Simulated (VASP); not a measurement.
# Ir (Fm-3m) in VASP: settings compared, part 2 of 2

VASP 6.6.1.

## (3) Equation of state, PBE, 13.50 Å³/atom (volume scaled by 0.96)

INCAR reads:

```
SYSTEM = Ir
ALGO = Normal ; EDIFF = 1E-7
ENCUT = 520 ; GGA = PE
ISIF = 2 ; ISMEAR = -1
LASPH = .TRUE. ; LCHARG = .FALSE.
LREAL = .FALSE. ; LWAVE = .FALSE.
NBANDS = 10 ; NELM = 80
PREC = Accurate ; SIGMA = 0.05
```

KPOINTS reads:

```
k-points
0
G
  12 12 12
  0 0 0
```

POSCAR reads:

```
Ir
1.0
    0.0000000000      1.8897103398      1.8897103398
    1.8897103398      0.0000000000      1.8897103398
    1.8897103398      1.8897103398      0.0000000000
Ir
1
Direct
    0.0000000000      0.0000000000      0.0000000000
```

Potentials or basis: VASP PAW PBE potentials, release 64 (Ir).

Command:

```console
cat potpaw_PBE.64/Ir/POTCAR > POTCAR
mpirun -np 1 vasp_std > vasp.out
```

It took 10 s on 1 thread of AMD EPYC 7R13 (Zen 3), shared host; peak memory 0.1 GiB.

It converged, with:

```yaml
Free_energy: -8.7808 eV
Pressure: 30.3 GPa
Band_gap_on_the_k_mesh: none (metal or under the smearing width)
```

## (4) Equation of state, PBE, 13.78 Å³/atom (volume scaled by 0.98)

INCAR reads:

```
SYSTEM = Ir
PREC = Accurate ; ENCUT = 520
EDIFF = 1E-7 ; ISMEAR = -1
SIGMA = 0.05 ; LREAL = .FALSE.
LASPH = .TRUE. ; NELM = 80
ALGO = Normal ; ISIF = 2
LWAVE = .FALSE. ; LCHARG = .FALSE.
GGA = PE ; NBANDS = 10
```

KPOINTS reads:

```
regular mesh
0
G
  12 12 12
  0 0 0
```

POSCAR reads:

```
Ir
1.0
    0.0000000000      1.9027432368      1.9027432368
    1.9027432368      0.0000000000      1.9027432368
    1.9027432368      1.9027432368      0.0000000000
Ir
1
Direct
    0.0000000000      0.0000000000      0.0000000000
```

Command:

```console
cat potpaw_PBE.64/Ir/POTCAR > POTCAR
mpirun -np 1 vasp_std > vasp.out
```

It took 9.7 s on 1 thread of AMD EPYC 7R13 (Zen 3), shared host; peak memory 0.1 GiB.

Results (log left out):

```yaml
Free_energy: -8.8254 eV
Pressure: 20.5 GPa
Band_gap_on_the_k_mesh: none (metal or under the smearing width)
```

## (5) Equation of state, PBE, 14.34 Å³/atom (volume scaled by 1.02)

INCAR reads:

```
  PREC = Accurate
  ENCUT = 520
  EDIFF = 1E-7
  ISMEAR = -1
  SIGMA = 0.05
  LREAL = False
  LASPH = True
  NELM = 60
  ALGO = Normal
  ISIF = 2
  LWAVE = False
  LCHARG = False
  GGA = PE
  NBANDS = 10
```

KPOINTS reads:

```
Automatic mesh
0
Gamma
  12 12 12
```

POSCAR reads:

```
Ir
1.0
    0.0000000000      1.9282864624      1.9282864624
    1.9282864624      0.0000000000      1.9282864624
    1.9282864624      1.9282864624      0.0000000000
Ir
1
Direct
    0.0000000000      0.0000000000      0.0000000000
```

Command:

```console
cat potpaw_PBE.64/Ir/POTCAR > POTCAR
mpirun -np 1 vasp_std > vasp.out
```

It took 11 s on 1 thread of AMD EPYC 7R13 (Zen 3), shared host; peak memory 0.1 GiB.

It converged, with:

```yaml
Free_energy: -8.8676 eV
Pressure: 4.1 GPa
Band_gap_on_the_k_mesh: none (metal or under the smearing width)
```

## (6) Equation of state, PBE, 14.62 Å³/atom (volume scaled by 1.04)

INCAR reads:

```
SYSTEM = Ir
PREC = Accurate
ENCUT = 520
EDIFF = 1E-7
ISMEAR = -1
SIGMA = 0.05
LREAL = .False.
LASPH = .True.
NELM = 100
ALGO = Normal
ISIF = 2
LWAVE = .False.
LCHARG = .False.
GGA = PE
NBANDS = 10
```

KPOINTS reads:

```
regular mesh
0
Gamma
  12 12 12
  0 0 0
```

POSCAR reads:

```
Ir
1.0
    0.0000000000      1.9408081540      1.9408081540
    1.9408081540      0.0000000000      1.9408081540
    1.9408081540      1.9408081540      0.0000000000
Ir
1
Direct
    0.0000000000      0.0000000000      0.0000000000
```

Potentials or basis: VASP PAW PBE potentials, release 64 (Ir).

Command:

```console
cat potpaw_PBE.64/Ir/POTCAR > POTCAR
mpirun -np 1 vasp_std > vasp.out
```

Run time: 9.6 s. Hardware: 1 thread of AMD EPYC 7R13 (Zen 3), shared host; peak memory 0.1 GiB.

The run converged. Its results:

| Property | Result |
| --- | --- |
| Free energy | -8.8687 eV |
| Pressure | -2.8 GPa |
| Band gap on the k mesh | none (metal or under the smearing width) |

## (7) Equation of state, PBE, 14.90 Å³/atom (volume scaled by 1.06)

INCAR reads:

```
PREC = Accurate
ENCUT = 520
EDIFF = 1E-7
ISMEAR = -1
SIGMA = 0.05
LREAL = F
LASPH = T
NELM = 80
ALGO = Normal
ISIF = 2
LWAVE = F
LCHARG = F
GGA = PE
NBANDS = 10
```

KPOINTS reads:

```
Automatic mesh
0
Gamma
  12 12 12
```

POSCAR reads:

```
Ir
1.0
    0.0000000000      1.9531703226      1.9531703226
    1.9531703226      0.0000000000      1.9531703226
    1.9531703226      1.9531703226      0.0000000000
Ir
1
Direct
    0.0000000000      0.0000000000      0.0000000000
```

Command:

```console
cat potpaw_PBE.64/Ir/POTCAR > POTCAR
mpirun -np 1 vasp_std > vasp.out
```

Wall time 16 s (1 thread of AMD EPYC 7R13 (Zen 3), shared host); peak memory 0.12 GiB.

The run converged. Its results:

```yaml
Free_energy: -8.8585 eV
Pressure: -8.9 GPa
Band_gap_on_the_k_mesh: none (metal or under the smearing width)
```

## (8) Equation of state, PBE

Potentials or basis: VASP PAW PBE potentials, release 64 (Ir).

No new run: the results of the series are fitted here.

Results:

```yaml
Equilibrium_volume: 14.51 Å³/atom
Bulk_modulus: 350 GPa
Pressure_derivative_of_the_bulk_modulus: 5.1
```

Energy against volume, from the lowest point:
```
volume (Å³/atom)  energy (meV/atom)
          13.215             150.73
          13.496              87.93
          13.778              43.38
          14.059              15.04
          14.340               1.12
          14.621               0.00
          14.902              10.23
```

Spin-orbit coupling is left out, which matters for the levels of Ir. Zero-point motion and thermal expansion aren't in these numbers.

## (9) Equation of state, PBEsol, 13.22 Å³/atom (volume scaled by 0.94)

INCAR reads:

```
SYSTEM = Ir
PREC     = Accurate       ! precision mode
ENCUT    = 520            ! plane-wave cutoff, eV
EDIFF    = 1E-7           ! SCF threshold, eV
ISMEAR   = -1             ! smearing method
SIGMA    = 0.05           ! smearing width, eV
LREAL    = .FALSE.        ! projectors in reciprocal space
LASPH    = .TRUE.         ! aspherical terms in the spheres
NELM     = 80             ! most SCF steps
ALGO     = Normal         ! electronic algorithm
ISIF     = 2              ! what is computed and relaxed
LWAVE    = .FALSE.        ! write WAVECAR
LCHARG   = .FALSE.        ! write CHGCAR
GGA      = PS             ! functional
NBANDS   = 10             ! bands
```

KPOINTS reads:

```
Automatic mesh
0
G
  12 12 12
  0 0 0
```

POSCAR reads:

```
Ir
1.0
    0.0000000000      1.8764951499      1.8764951499
    1.8764951499      0.0000000000      1.8764951499
    1.8764951499      1.8764951499      0.0000000000
Ir
1
Direct
    0.0000000000      0.0000000000      0.0000000000
```

Potentials or basis: VASP PAW PBE potentials, release 64 (Ir).

Command:

```console
cat potpaw_PBE.64/Ir/POTCAR > POTCAR
mpirun -np 1 vasp_std > vasp.out
```

Run time: 5.6 s. Hardware: 1 thread of AMD EPYC 9R45 (Zen 5), shared host; peak memory 0.1 GiB.

Results (log left out):

* Free energy: -9.7686 eV
* Pressure: 28.7 GPa
* Band gap on the k mesh: none (metal or under the smearing width)

Caveat: the PAW data sets were made with another functional, which shifts forces and pressure a little.

## (10) Equation of state, PBEsol, 13.50 Å³/atom (volume scaled by 0.96)

INCAR is that of step 9.

KPOINTS is that of step 9.

POSCAR reads:

```
Ir
1.0
    0.0000000000      1.8897103398      1.8897103398
    1.8897103398      0.0000000000      1.8897103398
    1.8897103398      1.8897103398      0.0000000000
Ir
1
Direct
    0.0000000000      0.0000000000      0.0000000000
```

Command:

```console
cat potpaw_PBE.64/Ir/POTCAR > POTCAR
mpirun -np 1 vasp_std > vasp.out
```

It took 5.6 s on 1 thread of AMD EPYC 9R45 (Zen 5), shared host; peak memory 0.1 GiB.

The run converged. Its results:

```
Free energy            : -9.8096 eV
Pressure               : 18.1 GPa
Band gap on the k mesh : none (metal or under the smearing width)
```

Caveat: the PAW data sets were made with another functional, which shifts forces and pressure a little.

## (11) Equation of state, PBEsol, 13.78 Å³/atom (volume scaled by 0.98)

INCAR is that of step 10.

KPOINTS is that of step 10.

POSCAR reads:

```
Ir
1.0
    0.0000000000      1.9027432368      1.9027432368
    1.9027432368      0.0000000000      1.9027432368
    1.9027432368      1.9027432368      0.0000000000
Ir
1
Direct
    0.0000000000      0.0000000000      0.0000000000
```

Command:

```console
cat potpaw_PBE.64/Ir/POTCAR > POTCAR
mpirun -np 1 vasp_std > vasp.out
```

Run time: 5.5 s. Hardware: 1 thread of AMD EPYC 9R45 (Zen 5), shared host; peak memory 0.1 GiB.

It converged, with:

```yaml
Free_energy: -9.8329 eV
Pressure: 8.6 GPa
Band_gap_on_the_k_mesh: none (metal or under the smearing width)
```

Caveat: the PAW data sets were made with another functional, which shifts forces and pressure a little.

## (12) Equation of state, PBEsol, 14.34 Å³/atom (volume scaled by 1.02)

INCAR is that of step 11.

KPOINTS is that of step 11.

POSCAR reads:

```
Ir
1.0
    0.0000000000      1.9282864624      1.9282864624
    1.9282864624      0.0000000000      1.9282864624
    1.9282864624      1.9282864624      0.0000000000
Ir
1
Direct
    0.0000000000      0.0000000000      0.0000000000
```

Potentials or basis: VASP PAW PBE potentials, release 64 (Ir).

Command:

```console
cat potpaw_PBE.64/Ir/POTCAR > POTCAR
mpirun -np 1 vasp_std > vasp.out
```

Run time: 5.5 s. Hardware: 1 thread of AMD EPYC 9R45 (Zen 5), shared host; peak memory 0.1 GiB.

It converged, with:

- Free energy: -9.8348 eV
- Pressure: -7.1 GPa
- Band gap on the k mesh: none (metal or under the smearing width)

Caveat: the PAW data sets were made with another functional, which shifts forces and pressure a little.

## (13) Equation of state, PBEsol, 14.62 Å³/atom (volume scaled by 1.04)

INCAR is that of step 12.

KPOINTS is that of step 12.

POSCAR reads:

```
Ir
1.0
    0.0000000000      1.9408081540      1.9408081540
    1.9408081540      0.0000000000      1.9408081540
    1.9408081540      1.9408081540      0.0000000000
Ir
1
Direct
    0.0000000000      0.0000000000      0.0000000000
```

Command:

```console
cat potpaw_PBE.64/Ir/POTCAR > POTCAR
mpirun -np 1 vasp_std > vasp.out
```

It took 5.5 s on 1 thread of AMD EPYC 9R45 (Zen 5), shared host; peak memory 0.1 GiB.

It converged, with:

| Quantity | Value |
| --- | --- |
| Free energy | -9.8167 eV |
| Pressure | -13.6 GPa |
| Band gap on the k mesh | none (metal or under the smearing width) |

Caveat: the PAW data sets were made with another functional, which shifts forces and pressure a little.

## (14) Equation of state, PBEsol, 14.90 Å³/atom (volume scaled by 1.06)

INCAR is that of step 13.

KPOINTS is that of step 13.

POSCAR reads:

```
Ir
1.0
    0.0000000000      1.9531703226      1.9531703226
    1.9531703226      0.0000000000      1.9531703226
    1.9531703226      1.9531703226      0.0000000000
Ir
1
Direct
    0.0000000000      0.0000000000      0.0000000000
```

Command:

```console
cat potpaw_PBE.64/Ir/POTCAR > POTCAR
mpirun -np 1 vasp_std > vasp.out
```

It took 7.8 s on 1 thread of AMD EPYC 9R45 (Zen 5), shared host; peak memory 0.12 GiB.

Results (log left out):

* Free energy: -9.7877 eV
* Pressure: -19.4 GPa
* Band gap on the k mesh: none (metal or under the smearing width)

Caveat: the PAW data sets were made with another functional, which shifts forces and pressure a little.

## (15) Equation of state, PBEsol

Potentials or basis: VASP PAW PBE potentials, release 64 (Ir).

This step only gathers the single runs of the series.

Results:

| Item | Value |
| --- | --- |
| Equilibrium volume | 14.07 Å³/atom |
| Bulk modulus | 390 GPa |
| Pressure derivative of the bulk modulus | 5.1 |

Energy against volume, from the lowest point:
```
volume (Å³/atom)  energy (meV/atom)
          13.215              72.19
          13.496              31.23
          13.778               7.84
          14.059               0.00
          14.340               5.97
          14.621              24.12
          14.902              53.06
```

Caveat: the PAW data sets were made with another functional, which shifts forces and pressure a little. Spin-orbit coupling is left out, which matters for the levels of Ir.
